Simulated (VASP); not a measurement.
A run of VASP 6.6.1 is set up as follows.

File INCAR:

```
SYSTEM = CdSe
  ALGO = Normal
  EDIFF = 1E-6
  ENCUT = 520
  GGA = PS
  ICORELEVEL = 1
  ISIF = 2
  ISMEAR = 0
  LASPH = .True.
  LCHARG = .False.
  LREAL = .False.
  LWAVE = .False.
  NBANDS = 16
  NELM = 80
  PREC = Accurate
  SIGMA = 0.03
```

The input KPOINTS:

```
k-points
0
Gamma
  8 8 8
  0 0 0
```

POSCAR

```
CdSe                                    
1.0
    0.0000000000      3.0462071933      3.0462071933
    3.0462071933      0.0000000000      3.0462071933
    3.0462071933      3.0462071933      0.0000000000
  Cd              Se            
     1     1
Direct
     0.0000000000000000    0.0000000000000000    0.0000000000000000
     0.2500000000000000    0.2500000000000000    0.2500000000000000
```

KPOINTS_OPT

```
explicit points
209
Reciprocal
 0.0000000000  0.0000000000  0.0000000000 1
 0.0263157895  0.0000000000  0.0263157895 1
 0.0526315789  0.0000000000  0.0526315789 1
 0.0789473684  0.0000000000  0.0789473684 1
 0.1052631579  0.0000000000  0.1052631579 1
 0.1315789474  0.0000000000  0.1315789474 1
[... 201 lines left out ...]
 0.4250000000  0.0000000000  0.4250000000 1
 0.4500000000  0.0000000000  0.4500000000 1
```

Potentials or basis: VASP PAW PBE potentials, release 64 (Cd, Se).

Command:

```sh
$ cat potpaw_PBE.64/Cd/POTCAR potpaw_PBE.64/Se/POTCAR > POTCAR
$ mpirun -np 1 vasp_std > vasp.out
```

Problem. Predict the band gap on the k mesh.

Solution. 0.47 eV, direct.

Problem. What does it give for the pressure?

Solution. 0.1 GPa.

Problem. Predict the band gap along the path.

Solution. 0.47 eV, direct.

Core levels (eV, on the scale of the bands):
```csv
atom,levels
1 Cd,"1s -26514.8, 2s -3931.9, 2p -3527.2, 3s -728.8, 3p -596.1, 3d -388.5, 4s -100.9, 4p -62.0"
2 Se,"1s -12495.9, 2s -1599.4, 2p -1405.8, 3s -206.1, 3p -145.6, 3d -45.8"
```

Caveat: the PAW data sets were made with another functional, which shifts forces and pressure a little. A hybrid or GW would open this gap; PBEsol tends to underestimate it.
